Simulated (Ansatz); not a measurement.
## Cr (Im-3m): electronic heat capacity and spin susceptibility from the density of states

Method: Ansatz, DFT PBE, scalar-relativistic, plane waves, PAW.

Plane waves to 420 eV, a k mesh through Γ of 20×20×20 on the computed 1-atom cell and Gaussian smearing (0.10 eV); no spin polarisation.

Relaxed cell: Im-3m, a = 2.848 Å, b = 2.848 Å, c = 2.848 Å, α = 90.00°, β = 90.00°, γ = 90.00°, 1 atom in the primitive cell.

The density of states at the Fermi level is 0.665 states/eV in the cell of 1 atom (1 formula unit; both spins, tetrahedra on a 30×30×30 mesh).

Q: What Sommerfeld coefficient and Pauli susceptibility does this give?

A: Per formula unit N(E_F) = 0.665 states/eV. γ = (π²/3) k_B² N(E_F) N_A = 2.357 mJ/(mol K²) per state/eV, so γ = 1.6 mJ/(mol K²), a mole of formula units. χ_P = μ_B² N(E_F) N_A = 3.23×10⁻⁵ emu/mol per state/eV gives 2.2×10⁻⁵ emu/mol. This is the bare band result: a measured γ of the same phase is as a rule larger by a factor 1 + λ from phonons and spin fluctuations, the spin part of χ is larger by the Stoner factor, and a measured χ also holds orbital and core terms. N(E_F) at one energy is sensitive to the mesh where the density of states has sharp peaks.

A ferromagnetic start lost its moments in a first run, so spin was left out; other magnetic orders weren't tried.